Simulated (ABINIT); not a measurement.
# PbSe (Clausthalite) (Fm-3m) in ABINIT: further runs

One crystal, PbSe (Clausthalite), is run at these levels: PBEsol; tasks: single point, relaxation of cell and atoms.

Program: ABINIT 10.8.3 (patched build). These are calculated values, not measurements. Logs are shortened: lines on timing, memory, paths and dates and some standing lists are left out, and cuts for length are marked. The log counts tension as positive stress, the text compression.

**Measured values to compare with.**

From a printed reference work, monograph, for a bulk crystal of PbSe: band gap 0.28 eV (direct) at 300 K; band gap 0.15 eV (direct) at 4.2 K.

The runs below are set against these values where they give the same quantity.

### Step 1. Starting point

Symmetry: Fm-3m, No. 225, cubic system. The conventional cell has a = 6.121 Å, b = 6.121 Å, c = 6.121 Å, α = 90.00°, β = 90.00°, γ = 90.00°. Pb (site symmetry m-3m) has 6 Se at 3.06 Å as nearest neighbours. Se (site symmetry m-3m) is surrounded by 6 Pb at 3.06 Å.

### Step 2. Single point, PBEsol

Contents of run.abi:

```
# Pseudopotentials
pp_dirpath "./"
pseudos "Pb.upf, Se.upf"

# Structure
acell 8.1795146323 8.1795146323 8.1795146323
rprim
     0.0000000000     0.7071067812     0.7071067812
     0.7071067812     0.0000000000     0.7071067812
     0.7071067812     0.7071067812     0.0000000000
ntypat 2
znucl 82 34
natom 2
typat 1 2
xred
     0.0000000000     0.0000000000     0.0000000000
     0.5000000000     0.5000000000     0.5000000000

# Plane-wave basis
ecut 39.0

# k points
kptopt 1
ngkpt 6 6 6
nshiftk 1
shiftk 0.0 0.0 0.0

# Exchange and correlation
ixc -116133

# Bands and occupations
nband 19
occopt 3
tsmear 0.00183747

# SCF cycle
nstep 100
tolvrs 1.0e-10

# Output
iomode 3
prtwf 0
prtden 0
prteig 0
prtebands 0
enunit 2
```

Potentials or basis: PseudoDojo NC SR PBEsol v0.4.1 standard.

The run is started by

```sh
$ abinit run.abi > log 2>&1
```

run.abo:

```text
.Version 10.8.3 of ABINIT
 Symmetries : space group Fm -3 m (#225); Bravais cF (face-center cubic)
================================================================================
 Values of the parameters that define the memory need of the present run
     intxc =       0    ionmov =       0      iscf =       7    lmnmax =       6
     lnmax =       6     mgfft =      48  mpssoang =       3    mqgrid =    3001
     natom =       2  nloc_mem =       1    nspden =       1   nspinor =       1
    nsppol =       1      nsym =      48    n1xccc =    2501    ntypat =       2
    occopt =       3   xclevel =       2
       mpw =        4546          nfft =      110592          nkpt =          16
================================================================================
================================================================================

--------------------------------------------------------------------------------
------------- Echo of variables that govern the present computation ------------
--------------------------------------------------------------------------------
 -outvars: echo values of preprocessed input variables --------
            acell      8.1795146323E+00  8.1795146323E+00  8.1795146323E+00 Bohr
              amu      2.07200000E+02  7.89600000E+01
             ecut      3.90000000E+01 Hartree
           enunit           2
              ixc     -116133
         kptrlatt        6    0    0      0    6    0      0    0    6
          kptrlen      4.90770878E+01
            natom           2
            nband          19
            ngfft          48      48      48
             nkpt          16
            nstep         100
             nsym          48
           ntypat           2
           occopt           3
           prtden           0
        prtebands           0
           prteig           0
            prtwf           0
            rprim      0.0000000000E+00  7.0710678120E-01  7.0710678120E-01
                       7.0710678120E-01  0.0000000000E+00  7.0710678120E-01
                       7.0710678120E-01  7.0710678120E-01  0.0000000000E+00
          spgroup         225
           tolvrs      1.00000000E-10
           tsmear      1.83747000E-03 Hartree
            typat      1  2
           xangst      0.0000000000E+00  0.0000000000E+00  0.0000000000E+00
                       3.0606499980E+00  3.0606499980E+00  3.0606499980E+00
            xcart      0.0000000000E+00  0.0000000000E+00  0.0000000000E+00
                       5.7837902634E+00  5.7837902634E+00  5.7837902634E+00
             xred      0.0000000000E+00  0.0000000000E+00  0.0000000000E+00
                       5.0000000000E-01  5.0000000000E-01  5.0000000000E-01
            znucl       82.00000   34.00000

================================================================================

 chkinp: Checking input parameters for consistency.

================================================================================
== DATASET  1 ==================================================================

--- !DatasetInfo
iteration_state: {dtset: 1, }
dimensions: {natom: 2, nkpt: 16, mband: 19, nsppol: 1, nspinor: 1, nspden: 1, mpw: 4546, }
cutoff_energies: {ecut:  39.0, pawecutdg:  -1.0, }
electrons: {nelect:   3.00000000E+01, charge:   0.00000000E+00, occopt:   3.00000000E+00, tsmear:   1.83747000E-03, }
meta: {optdriver: 0, ionmov: 0, optcell: 0, iscf: 7, paral_kgb: 0, }
...

 Real(R)+Recip(G) space primitive vectors, cartesian coordinates (Bohr,Bohr^-1):
 R(1)=  0.0000000  5.7837903  5.7837903  G(1)= -0.0864485  0.0864485  0.0864485
 R(2)=  5.7837903  0.0000000  5.7837903  G(2)=  0.0864485 -0.0864485  0.0864485
 R(3)=  5.7837903  5.7837903  0.0000000  G(3)=  0.0864485  0.0864485 -0.0864485
 Unit cell volume ucvol=  3.8696136E+02 bohr^3
 Angles (23,13,12)=  6.00000000E+01  6.00000000E+01  6.00000000E+01 degrees

 getcut: wavevector=  0.0000  0.0000  0.0000  ngfft=  48  48  48
         ecut(hartree)=     39.000   => boxcut(ratio)=   2.08745

--- Pseudopotential description ------------------------------------------------
- pspini: atom type   1  psp file is ./Pb.upf
12 -116133 2 -1 1678                          pspcod,pspxc,lmax,lloc,mmax
     nproj     2     2     2

- pspini: atom type   2  psp file is ./Se.upf
12 -116133 2 -1 1198                          pspcod,pspxc,lmax,lloc,mmax
     nproj     2     2     2

   2.20516099E+03                                ecore*ucvol(ha*bohr**3)
--------------------------------------------------------------------------------

================================================================================

--- !BeginCycle
iteration_state: {dtset: 1, }
solver: {iscf: 7, nstep: 100, nline: 4, wfoptalg: 0, }
tolerances: {tolvrs: 1.00E-10, }
...

     iter   Etot(hartree)      deltaE(h)  residm     vres2
 ETOT  1  -190.53084307504    -1.905E+02 1.346E+00 1.219E+02
 ETOT  2  -191.41711009932    -8.863E-01 1.467E-02 5.816E+00
 ETOT  3  -191.41783841787    -7.283E-04 5.773E-04 8.577E-02
 ETOT  4  -191.41784263052    -4.213E-06 2.262E-04 1.926E-02
 ETOT  5  -191.41784402792    -1.397E-06 7.512E-05 2.212E-03
 ETOT  6  -191.41784418985    -1.619E-07 6.682E-05 2.964E-04
 ETOT  7  -191.41784423050    -4.065E-08 2.050E-05 6.702E-06
 ETOT  8  -191.41784423146    -9.538E-10 1.932E-05 8.223E-08
 ETOT  9  -191.41784423146    -6.139E-12 5.651E-06 5.351E-10
 ETOT 10  -191.41784423146     4.150E-12 5.493E-06 2.467E-12

 At SCF step   10       vres2   =  2.47E-12 < tolvrs=  1.00E-10 =>converged.

 Cartesian components of stress tensor (hartree/bohr^3)
  sigma(1 1)=  2.73030371E-05  sigma(3 2)=  0.00000000E+00
  sigma(2 2)=  2.73030371E-05  sigma(3 1)=  0.00000000E+00
  sigma(3 3)=  2.73030371E-05  sigma(2 1)=  0.00000000E+00

--- !ResultsGS
iteration_state: {dtset: 1, }
comment   : Summary of ground state results
lattice_vectors:
- [  0.0000000,   5.7837903,   5.7837903, ]
- [  5.7837903,   0.0000000,   5.7837903, ]
- [  5.7837903,   5.7837903,   0.0000000, ]
lattice_lengths: [   8.17951,    8.17951,    8.17951, ]
lattice_angles: [ 60.000,  60.000,  60.000, ] # degrees, (23, 13, 12)
lattice_volume:   3.8696136E+02
convergence: {deltae:  4.150E-12, res2:  2.467E-12, residm:  5.493E-06, diffor: null, }
etotal    :  -1.91417844E+02
entropy   :   0.00000000E+00
fermie    :   1.56662370E-01
cartesian_stress_tensor: # hartree/bohr^3
- [  2.73030371E-05,   0.00000000E+00,   0.00000000E+00, ]
- [  0.00000000E+00,   2.73030371E-05,   0.00000000E+00, ]
- [  0.00000000E+00,   0.00000000E+00,   2.73030371E-05, ]
pressure_GPa:  -8.0328E-01
xred      :
- [  0.0000E+00,   0.0000E+00,   0.0000E+00, Pb]
- [  5.0000E-01,   5.0000E-01,   5.0000E-01, Se]
cartesian_forces: # hartree/bohr
- [ -0.00000000E+00,  -0.00000000E+00,  -0.00000000E+00, ]
- [ -0.00000000E+00,  -0.00000000E+00,  -0.00000000E+00, ]
force_length_stats: {min:   0.00000000E+00, max:   0.00000000E+00, mean:   0.00000000E+00, }
...

 Integrated electronic density in atomic spheres:
 ------------------------------------------------
 Atom  Sphere_radius  Integrated_density
    1        2.00000         10.05853462
    2        2.00000         13.21218411
================================================================================

 ----iterations are completed or convergence reached----

 Mean square residual over all n,k,spin=   24.530E-09; max=  54.927E-07
 reduced coordinates (array xred) for    2 atoms
       0.000000000000      0.000000000000      0.000000000000
       0.500000000000      0.500000000000      0.500000000000
 rms dE/dt=  0.0000E+00; max dE/dt=  0.0000E+00; dE/dt below (all hartree)
    1       0.000000000000      0.000000000000      0.000000000000
    2       0.000000000000      0.000000000000      0.000000000000

 cartesian coordinates (angstrom) at end:
    1      0.00000000000000     0.00000000000000     0.00000000000000
    2      3.06064999797024     3.06064999797024     3.06064999797024

 cartesian forces (hartree/bohr) at end:
    1     -0.00000000000000    -0.00000000000000    -0.00000000000000
    2     -0.00000000000000    -0.00000000000000    -0.00000000000000
 frms,max,avg= 0.0000000E+00 0.0000000E+00   0.000E+00  0.000E+00  0.000E+00 h/b

 cartesian forces (eV/Angstrom) at end:
    1     -0.00000000000000    -0.00000000000000    -0.00000000000000
    2     -0.00000000000000    -0.00000000000000    -0.00000000000000
 frms,max,avg= 0.0000000E+00 0.0000000E+00   0.000E+00  0.000E+00  0.000E+00 e/A
 length scales=  8.179514632300  8.179514632300  8.179514632300 bohr
              =  4.328412736724  4.328412736724  4.328412736724 angstroms
 Fermi (or HOMO) energy (hartree) =   0.15666   Average Vxc (hartree)=  -0.37572
 Eigenvalues (hartree) for nkpt=  16  k points:
 kpt#   1, nband= 19, wtk=  0.00463, kpt=  0.0000  0.0000  0.0000 (reduced coord)
  -1.58597   -1.58597   -1.58588   -1.58588   -1.58588   -0.46228   -0.46228   -0.46228
  -0.46220   -0.46220   -0.34724   -0.07998    0.08449    0.08449    0.08449    0.32499
   0.32499    0.32499    0.39053
      occupation numbers for kpt#   1
   2.00000    2.00000    2.00000    2.00000    2.00000    2.00000    2.00000    2.00000
   2.00000    2.00000    2.00000    2.00000    2.00000    2.00000    2.00000    0.00000
   0.00000    0.00000    0.00000
 prteigrs : prtvol=0 or 1, do not print more k-points.

 Fermi (or HOMO) energy (eV) =   4.26300   Average Vxc (eV)= -10.22375
 Eigenvalues (   eV  ) for nkpt=  16  k points:
 kpt#   1, nband= 19, wtk=  0.00463, kpt=  0.0000  0.0000  0.0000 (reduced coord)
 -43.15637  -43.15637  -43.15391  -43.15391  -43.15391  -12.57936  -12.57936  -12.57936
 -12.57701  -12.57701   -9.44890   -2.17644    2.29916    2.29916    2.29916    8.84349
   8.84349    8.84349   10.62689
 prteigrs : prtvol=0 or 1, do not print more k-points.

--- !EnergyTerms
iteration_state     : {dtset: 1, }
comment             : Components of total free energy in Hartree
kinetic             :  1.12865038068669E+02
hartree             :  4.99273976560505E+01
xc                  : -4.37800210773844E+01
Ewald energy        : -1.10678200336195E+02
psp_core            :  5.69865937028528E+00
local_psp           : -1.38568510064229E+02
non_local_psp       : -6.68821614925492E+01
internal            : -1.91417797875353E+02
'-kT*entropy'       : -4.63561049834198E-05
total_energy        : -1.91417844231458E+02
total_energy_eV     : -5.20874489375523E+03
band_energy         : -2.09903749298917E+01
...

 Cartesian components of stress tensor (hartree/bohr^3)
  sigma(1 1)=  2.73030371E-05  sigma(3 2)=  0.00000000E+00
  sigma(2 2)=  2.73030371E-05  sigma(3 1)=  0.00000000E+00
  sigma(3 3)=  2.73030371E-05  sigma(2 1)=  0.00000000E+00

-Cartesian components of stress tensor (GPa)         [Pressure= -8.0328E-01 GPa]
- sigma(1 1)=  8.03283084E-01  sigma(3 2)=  0.00000000E+00
- sigma(2 2)=  8.03283084E-01  sigma(3 1)=  0.00000000E+00
- sigma(3 3)=  8.03283084E-01  sigma(2 1)=  0.00000000E+00

== END DATASET(S) ==============================================================
================================================================================

 -outvars: echo values of variables after computation  --------
            acell      8.1795146323E+00  8.1795146323E+00  8.1795146323E+00 Bohr
           etotal     -1.9141784423E+02
            fcart     -0.0000000000E+00 -0.0000000000E+00 -0.0000000000E+00
                      -0.0000000000E+00 -0.0000000000E+00 -0.0000000000E+00
            rprim      0.0000000000E+00  7.0710678120E-01  7.0710678120E-01
                       7.0710678120E-01  0.0000000000E+00  7.0710678120E-01
                       7.0710678120E-01  7.0710678120E-01  0.0000000000E+00
           strten      2.7303037092E-05  2.7303037092E-05  2.7303037092E-05
                       0.0000000000E+00  0.0000000000E+00  0.0000000000E+00
           xangst      0.0000000000E+00  0.0000000000E+00  0.0000000000E+00
                       3.0606499980E+00  3.0606499980E+00  3.0606499980E+00
             xred      0.0000000000E+00  0.0000000000E+00  0.0000000000E+00
                       5.0000000000E-01  5.0000000000E-01  5.0000000000E-01
 Calculation completed.
```

Wall time 23 s (1 thread of AMD EPYC 9R45 (Zen 5), shared host); peak memory 0.11 GiB.

Results:

```yaml
Free_energy: -5208.7449 eV
Pressure: -0.8 GPa
Band_gap_on_the_k_mesh: 0.21 eV, direct
Valence_electrons_inside_the_program's_atomic_spheres: Pb 10.06; Se 13.21
```

Levels at points of the mesh, in eV from the valence-band top:
```tsv
k point	band 11	band 12	band 13	band 14	band 15	band 16	band 17	band 18	band 19
(0.00, 0.00, 0.00)	-13.61	-6.33	-1.86	-1.86	-1.86	4.69	4.69	4.69	6.47
(0.50, 0.00, 0.00)	-12.53	-8.82	-1.45	-1.45	0.00	0.21	1.66	1.66	8.42
(0.50, 0.50, 0.00)	-12.16	-7.40	-5.01	-3.24	-3.24	3.60	5.59	5.59	6.01
```

Caveat: spin-orbit coupling is left out, which as a rule narrows the gap of such compounds by several tenths of an eV.

(Part 1 of 2 ends here.)
